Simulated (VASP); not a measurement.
ScAl3: relaxation of cell and atoms with PBEsol+D3(BJ)

The system is ScAl3.

```
CELL_PARAMETERS angstrom
4.08781 0.00000 0.00000
0.00000 4.08781 0.00000
0.00000 0.00000 4.08781
ATOMIC_POSITIONS crystal
Sc 0.00000 0.00000 0.00000
Al 0.50000 0.50000 0.00000
Al 0.00000 0.50000 0.50000
Al 0.50000 0.00000 0.50000
```

The cell is a database's computed one.

| Property | Result |
| --- | --- |
| Program | VASP 6.6.1 |
| Task | relaxation of cell and atoms |
| Functional | PBEsol |
| Dispersion | D3(BJ) |
| Potentials or basis | VASP PAW PBE potentials, release 64 (Sc_sv, Al) |
| Cutoff | 600 eV |
| k mesh | 7 × 7 × 7 |
| Occupations | fermi-dirac, width 0.05 eV |
| Spin | no spin polarisation |
| Further INCAR settings | ALGO = Fast; EDIFF = 1e-06; IBRION = 2; EDIFFG = -0.01; NSW = 40; ISIF = 3 |

| Property | Result |
| --- | --- |
| Relaxed volume | 16.25 Å³/atom |
| Relaxed cell | a = 4.021 Å, b = 4.021 Å, c = 4.021 Å, α = 90.00°, β = 90.00°, γ = 90.00° |
| Space group after relaxing (to 0.05 Å) | Pm-3m (No. 221) |
| Energy gained by relaxing | 12.0 meV/atom |
| Ionic steps | 3 |
| Pressure after relaxing | 0.0 GPa |
| Band gap on the k mesh | none (metal or under the smearing width) |
| Dispersion energy per atom | -0.386 eV |

Step by step:
```csv
step,energy change (eV),largest force (eV/Å),pressure (GPa),volume (Å³)
1,0.0000,0.0000,-4.47,68.31
2,-0.0394,0.0000,2.17,63.70
3,-0.0480,0.0000,0.00,65.01
```

Final structure:
```cif
data_structure
_symmetry_space_group_name_H-M 'P 1'
_symmetry_Int_Tables_number 1
_cell_length_a 4.0210
_cell_length_b 4.0210
_cell_length_c 4.0210
_cell_angle_alpha 90.000
_cell_angle_beta 90.000
_cell_angle_gamma 90.000
_cell_volume 65.01
loop_
_atom_site_label
_atom_site_type_symbol
_atom_site_fract_x
_atom_site_fract_y
_atom_site_fract_z
_atom_site_occupancy
Sc1 Sc 0.00000 0.00000 0.00000 1
Al1 Al 0.50000 0.50000 0.00000 1
Al2 Al 0.00000 0.50000 0.50000 1
Al3 Al 0.50000 0.00000 0.50000 1
```

Levels at points of the mesh, in eV from the Fermi level:
| k point | band 7 | band 8 | band 9 | band 10 | band 11 | band 12 | band 13 | band 14 |
| --- | --- | --- | --- | --- | --- | --- | --- | --- |
| (0.00, 0.00, 0.00) | -2.58 | -1.71 | -1.71 | -1.71 | 1.33 | 1.42 | 1.42 | 1.42 |

Wall time 110 s on 1 thread of Intel(R) Xeon(R) Platinum 8375C CPU @ 2.90GHz (Ice Lake), on a shared host, peak memory 0.22 GiB.

Caveat: the PAW data sets were made with another functional, which shifts forces and pressure a little; pairwise dispersion overbinds metals, which lowers pressure and volume.
